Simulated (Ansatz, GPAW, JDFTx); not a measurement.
V: 3 runs at one level of theory

```xyz
2
Lattice="2.6043 0.0000 0.0000 -1.3021 2.2554 0.0000 0.0000 0.0000 4.7233" Properties=species:S:1:pos:R:3 pbc="T T T"
V     0.0000    1.5036    1.1808
V     1.3021    0.7518    3.5425
```

This isn't the form of V at room conditions, which is bcc.

Alike in all runs: task single point; functional PBEsol; k mesh 12 × 12 × 6; occupations fermi-dirac, width 0.05 eV; collinear spin, ferromagnetic start; no spin-orbit coupling. Pressure is positive in compression and, in plane waves, holds the error of the finite cutoff.

```
                                        program and potentials  plane-wave cutoff (eV)  notes  band gap (eV)  pressure (GPa)  net moment per atom (μB)
JDFTx, PseudoDojo-SR-PBEsol-0.4.1-standard with smoothed tails                    1143      -         no gap           -7.17                      0.00
                Ansatz, all-electron LAPW, scalar-relativistic                       -      -         no gap           -7.24                      0.00
             GPAW, PAW data sets generated for this functional                     600      -         no gap           -5.94                      0.00
```

None finds a gap. The pressure spans -7.24 (Ansatz, all-electron LAPW, scalar-relativistic) to -5.94 GPa (GPAW, PAW data sets generated for this functional), with all-electron results at -7.24. All agree on the net moment per atom. The state is the one that the start led to, which needn't be the lowest.

The functional is the same throughout but for its coding, so the spread measures potentials, basis and numerics; runs on potential files found faulty are left out.
